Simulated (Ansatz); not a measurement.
A crystal relaxed with r2SCAN in Ansatz 0.2.0 has space group P6_3/mmc (No. 194) and a = 5.174 Å, c = 6.213 Å.

```
atom  site       x       y       z
  Xx    2c  0.3333  0.6667  0.2500
  Se    2d  0.6667  0.3333  0.2500
```

With r2SCAN the gap is 1.48 eV and direct, at H. The PBE gap is direct at H: 1.16 eV. LDA gives a direct gap of 1.04 eV at H. Meshes: r2SCAN 6×6×4, PBE 6×6×4, LDA 6×6×4.

Question: Which element is Xx?
A. Si
B. Sn
C. C
D. Pb

Answer: D. Xx is Pb: PbSe (h-MgO type). Pb has 5 Se at 2.99–3.11 Å; Se has 5 Pb at 2.99–3.11 Å.

No spin polarisation and no zero-point or thermal motion; the cell was built from a prototype and may be hypothetical.

Spin-orbit coupling is left out; in compounds of Pb, Bi, Tl or Hg it can lower a gap by up to about 1 eV, split its edges or invert the bands.
